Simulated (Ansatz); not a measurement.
# Sn: single point with PBEsol

Sn:

```
CELL_PARAMETERS angstrom
0.00000 3.23334 3.23334
3.23334 0.00000 3.23334
3.23334 3.23334 0.00000
ATOMIC_POSITIONS crystal
Sn 0.75132 0.75902 0.76259
Sn 0.49467 0.50900 0.50001
```

This isn't the form of Sn at room conditions, which is tetragonal (white tin).

The cell isn't the ideal one: atoms moved at random, drawn with an rms of 0.05 Å.

```yaml
Program: Ansatz 0.2.0
Task: single point
Functional: PBEsol
Potentials_or_basis: all-electron LAPW, scalar-relativistic
Cutoff: 268 eV (chosen from the basis error)
Basis_error_allowed: 0.001 eV/atom
k_mesh: 7 × 7 × 7
Occupations: fermi-dirac, width 0.05 eV
Spin: no spin polarisation
```

| Item | Value |
| --- | --- |
| Pressure | 1.7 GPa |
| Largest force | 0.556 eV/Å |
| Band gap on the k mesh | none (metal or under the smearing width) |

Forces on the atoms (eV/Å):
```
Sn  -0.289 -0.460 -0.117
Sn   0.289  0.460  0.117
```

Stress tensor (GPa, compression positive):
```
 1.69 -0.42 -1.43
-0.42  1.63 -0.90
-1.43 -0.90  1.72
```

Levels at points of the mesh, in eV from the Fermi level:
| k point | band 20 | band 21 | band 22 | band 23 | band 24 | band 25 |
| --- | --- | --- | --- | --- | --- | --- |
| (0.00, 0.00, 0.00) | -0.57 | -0.08 | 0.07 | 0.41 | 1.97 | 2.24 |

It took 71 s on 1 thread of Arm Neoverse V1, on a shared host, peak memory 0.68 GiB.
